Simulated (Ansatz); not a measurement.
# TaN: the cost of one run

Method: DFT, levels as named, plane waves, PAW, in Ansatz 0.2.0.

## Step 1: The system as given

The structure is hexagonal, space group P-6m2 (No. 187). The conventional cell has a = 2.938 Å, b = 2.938 Å, c = 2.883 Å, α = 90.00°, β = 90.00°, γ = 120.00°. Around Ta (site symmetry -6m2) lie 6 N at 2.23 Å. Around N (site symmetry -6m2) lie 6 Ta at 2.23 Å.

Structure file:

```
Ta N
1.0
     2.93800    0.00000    0.00000
    -1.46900    2.54438    0.00000
     0.00000    0.00000    2.88300
Ta N
1 1
Direct
  0.33333 0.66667 0.50000
  0.00000 0.00000 0.00000
```

## Step 2: Relaxation with PBE

Input file input.yaml:

```yaml
crystal:
  lattice:
    - [2.938, 0.0, 0.0]
    - [-1.469, 2.54438264, 0.0]
    - [0.0, 0.0, 2.883]
  atoms:
    - { symbol: Ta, position: [0.33333333, 0.66666667, 0.5] }
    - { symbol: "N", position: [0.0, 0.0, 0.0] }
  symmetry: { tolerance: 0.0003 }
hamiltonian:
  xc: pbe
  pseudopotentials: { kind: paw, azcp: { folder: soft_1 } }
basis:
  ecutwfc: 420
magnetization:
  spin_polarized: false
scf:
  occupations: { method: fermi_dirac, width: 0.1 }
kpoints:
  mp_grid: { grid: [12, 12, 11], shift: [0, 0, 0] }
output:
  forces: true
  stress: true
  eigenvalues: true
relax:
  max_steps: 60
  cell: {}
```

Command:

```
$ ansatz run input.yaml --threads 2 --pin off --max-ram 5632MiB --backend cpu --events-out ev --progress --plain --runs-dir out
```

What time and memory should one allow on 2 threads of AMD EPYC 9R45 (Zen 5), shared host?

About 3.8 s, with a peak of 0.39 GiB.
